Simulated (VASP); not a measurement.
Input of a VASP 6.6.1 run:

INCAR

```
SYSTEM = Nb
PREC = Accurate ; ENCUT = 520
EDIFF = 1E-7 ; ISMEAR = 1
SIGMA = 0.1 ; LREAL = .False.
LASPH = .True. ; NELM = 100
ALGO = Normal ; ISIF = 2
LWAVE = .False. ; LCHARG = .False.
GGA = PE ; LOPTICS = .True.
NEDOS = 2000 ; CSHIFT = 0.1
```

The input KPOINTS:

```
Automatic mesh
0
Gamma
  22 22 22
  0 0 0
```

POSCAR

```
Nb                                      
1.0
   -1.6550000000      1.6550000000      1.6550000000
    1.6550000000     -1.6550000000      1.6550000000
    1.6550000000      1.6550000000     -1.6550000000
  Nb            
     1
Direct
     0.0000000000000000    0.0000000000000000    0.0000000000000000
```

Potentials or basis: VASP PAW PBE potentials, release 64 (Nb_sv).

Run with:

```console
$ cat potpaw_PBE.64/Nb_sv/POTCAR > POTCAR
$ mpirun -np 1 vasp_std > vasp.out
```

What does it give for the pressure?

-0.3 GPa.

What does it give for the band gap on the k mesh?

None (metal or under the smearing width).

Dielectric function (mean over the directions given):
| energy (eV) | real part | imaginary part |
| --- | --- | --- |
| 0.31 | 14.98 | 9.77 |
| 1.33 | 24.08 | 11.46 |
| 2.34 | 11.40 | 22.47 |
| 3.35 | 4.79 | 14.62 |
| 4.45 | -4.62 | 25.40 |
| 5.46 | -8.51 | 8.41 |
| 6.47 | -5.58 | 4.23 |
| 7.49 | -3.73 | 4.40 |
| 8.58 | -3.07 | 1.43 |
| 9.59 | -1.64 | 0.81 |
| 10.61 | -1.60 | 0.99 |
| 11.62 | -1.32 | 0.44 |
| 12.71 | -0.71 | 0.08 |
| 13.73 | -0.29 | 0.03 |
| 14.74 | -0.01 | 0.02 |
| 15.76 | 0.19 | 0.02 |
| 16.85 | 0.36 | 0.01 |
| 17.86 | 0.49 | 0.01 |
| 18.88 | 0.60 | 0.01 |
| 19.97 | 0.71 | 0.01 |

Caveat: independent-particle spectra lack excitons; the intraband (Drude) part of a metal's response may be missing.
